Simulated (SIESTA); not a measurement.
Crystal: Na2S.

```
S Na
1.0
     0.00000    3.27350    3.27350
     3.27350    0.00000    3.27350
     3.27350    3.27350    0.00000
S Na
1 2
Cartesian
  0.0000 0.0000 0.0000
  4.9102 4.9102 4.9102
  1.6367 1.6367 1.6367
```

Program: SIESTA 5.4.2. Alike in all runs: task band structure; no spin polarisation; cell as given; k mesh 7 × 7 × 7; smearing fermi-dirac 0.05 eV; grid cutoff 800 Ry; energy shift 0.003 Ry.

Order these runs on this cell by their pressure, lowest first.
A. level PBEsol; potentials or basis PseudoDojo 0.4 standard (PBEsol files), DZP (energy shift 0.003 Ry; two zetas on semicore shells)
B. level BLYP; potentials or basis PseudoDojo 0.4 standard (PBE files), DZP (energy shift 0.003 Ry; two zetas on semicore shells)
C. level LDA; potentials or basis PseudoDojo 0.4 standard (LDA files), DZP (energy shift 0.003 Ry; two zetas on semicore shells)

C (-1.8 GPa), A (-0.2 GPa), B (1.7 GPa).

Caveats: the basis of atomic orbitals isn't converged, which shifts pressures, moduli and gaps; the potentials were made for another functional, which shifts forces and pressure (some runs).

Not every run made on this cell is shown here.
